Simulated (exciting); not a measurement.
# MgS: equation of state with PBEsol

Crystal: MgS.

```
S Mg
1.0
     0.00000    2.83312    2.83312
     2.83312    0.00000    2.83312
     2.83312    2.83312    0.00000
S Mg
1 1
Direct
  0.25000 0.25000 0.25000
  0.00000 0.00000 0.00000
```

The cell comes from a database or a generator and needn't be the stable form of this composition.

```json
{
 "Program": "exciting (release sodium)",
 "Task": "equation of state",
 "Functional": "PBEsol",
 "Potentials or basis": "all-electron LAPW+lo, shipped species files, valence relativity iora*",
 "rgkmax": "7.5",
 "k mesh": "8 × 8 × 8",
 "Occupations": "fermi-dirac, width 0.05 eV",
 "Spin": "no spin polarisation",
 "gmaxvr (cutoff of density and potential)": "14 1/bohr",
 "lmaxapw (and lmaxmat)": "10",
 "lmaxvr": "8",
 "nempty": "10",
 "Valence relativity": "iora*",
 "Muffin-tin radii": "S 1.9, Mg 2.0 bohr"
}
```

The equilibrium volume is 22.58 Å³/atom. The bulk modulus is 57 GPa. The pressure derivative of the bulk modulus is 3.9 (rough: it moves with the points fitted).

Energy against volume, from the lowest point:
```
volume (Å³/atom)  energy (meV/atom)
          21.376              12.34
          21.831               4.64
          22.285               0.50
          22.740               0.00
          23.195               2.84
          23.650               8.22
          24.105              16.37
```
